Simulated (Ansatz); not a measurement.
Zr:

```xyz
2
Lattice="3.2320 0.0000 0.0000 -1.6160 2.7990 0.0000 0.0000 0.0000 5.1470" Properties=species:S:1:pos:R:3 pbc="T T T"
Zr    1.6160    0.9330    3.8603
Zr    0.0000    1.8660    1.2868
```

Base run:

| Quantity | Value |
| --- | --- |
| Program | Ansatz 0.2.0 |
| Functional | PBE |
| Potentials or basis | all-electron LAPW, scalar-relativistic |
| Cutoff | 174 eV (chosen from the basis error) |
| Basis error allowed | 0.001 eV/atom |
| k mesh | 9 × 9 × 5 |
| Occupations | fermi-dirac, width 0.05 eV |
| Spin | no spin polarisation |

Its results: pressure 0.5 GPa.

Question: The run is repeated on the same cell with these changes: functional from PBE to PBEsol. What comes out?

Answer: Pressure -3.3 GPa.

PBEsol binds more tightly than PBE, so the same cell stands under less pressure.
